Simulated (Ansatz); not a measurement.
**Ru (sc type): how the settings move a single-point run**

Question: which choices in the input matter for Ru (sc type)?

Computed with Ansatz 0.2.0 (reference: DFT, PBE, all-electron LAPW, scalar-relativistic, unless a step's input says otherwise).

**1. The structure to begin with**

Symmetry: Pm-3m, No. 221, cubic system. The conventional cell has a = 2.425 Å, b = 2.425 Å, c = 2.425 Å, α = 90.00°, β = 90.00°, γ = 90.00°. Ru (site symmetry m-3m) is surrounded by 6 Ru at 2.43 Å.

Coordinates:

```
Ru
1.0
     2.42542    0.00000    0.00000
     0.00000    2.42542    0.00000
     0.00000    0.00000    2.42542
Ru
1
Direct
  0.00000 0.00000 0.00000
```

**2. Reference**

The input, input.yaml:

```yaml
crystal:
  lattice:
    - [2.4254235684, 0.0, 0.0]
    - [0.0, 2.4254235684, 0.0]
    - [0.0, 0.0, 2.4254235684]
  atoms:
    - { symbol: Ru, position: [0.0, 0.0, 0.0] }
kpoints:
  mp_grid: { grid: [15, 15, 15] }
scf:
  occupations: { method: fermi_dirac, width: 0.1 }
hamiltonian:
  xc: pbe
  pseudopotentials: { kind: all_electron, lapw: { basis_error: 0.001 } }
output:
  forces: true
  stress: true
  eigenvalues: true
  populations: true
```

Launch:

```bash
ansatz run input.yaml --threads 1 --pin off --max-ram 2048MiB --backend cpu --events-out ev --progress --plain --runs-dir out
```

**3. Changing settings: mp_grid.shift [0.5, 0.5, 0.5], lower_state_search standard**

Edit input.yaml of step 2 so:

```diff
@@ -8,5 +8,6 @@
 kpoints:
-  mp_grid: { grid: [15, 15, 15] }
+  mp_grid: { grid: [15, 15, 15], shift: [0.5, 0.5, 0.5] }
 scf:
   occupations: { method: fermi_dirac, width: 0.1 }
+  lower_state_search: standard
 hamiltonian:
```

What does the calculation give? Wanted: for each run, ending; energy change; pressure; gap; force.

**Answer**, as computed:

| run | ending | energy change | pressure (GPa) | gap (eV) | force (eV/Å) | cycles | time |
| --- | --- | --- | --- | --- | --- | --- | --- |
| reference | converged | 0 | 29.6 | 0.00 | 0.00 | 6 | 5.8 s |
| 1: mp_grid.shift [0.5, 0.5, 0.5], lower_state_search standard | converged | +5.3 meV/atom | 29.6 | 0.00 | 0.00 | 6 | 6.1 s |

Residual by cycle in the longest SCF loop of each run; runs are numbered as in the table. The quantity is the density residual dr2, in eV.

```
cycle  reference    run 1
    1      0.191    0.196
    2      0.016   0.0161
    3    0.00451  0.00457
    4     1.6e-4   1.4e-4
    5     1.9e-6   1.6e-6
    6     7.6e-9   5.2e-9
```

Changing the k-point mesh and search for lower states moves the energy by +5.3 meV/atom. The structure is not at rest: the sound run finds 30 GPa, so these are no properties of the relaxed crystal. 
